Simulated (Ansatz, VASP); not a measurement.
**Two plane-wave programs on La**

```xyz
1
Lattice="3.4410 0.0000 0.0000 0.0000 3.4410 0.0000 0.0000 0.0000 3.4410" Properties=species:S:1:pos:R:3 pbc="T T T"
La    0.0000    0.0000    0.0000
```

Alike in both runs: task single point; functional BLYP; k mesh 10 × 10 × 10; occupations fermi-dirac, width 0.1 eV; no spin polarisation.

|  | VASP | Ansatz |
| --- | --- | --- |
| version | VASP 6.6.1 | Ansatz 0.2.0 |
| potentials or method | VASP PAW PBE potentials, release 64 (La) | plane waves (420 eV) with PAW, scalar-relativistic |
| plane-wave cutoff (eV) | 520 | 420 |
| valence electrons in the cell | 11 | 11 |

Ansatz gave:

```
pressure (GPa) : 0.0
```

Question: What did VASP give for the same quantities?

Answer: Pressure (GPa): -0.1.

The functional is the same, so the differences come from potentials, cutoffs and numerics.

Caveats: the PAW data sets were made with another functional, which shifts forces and pressure a little (VASP). The runs have no spin-orbit coupling, so splittings on La are missing.
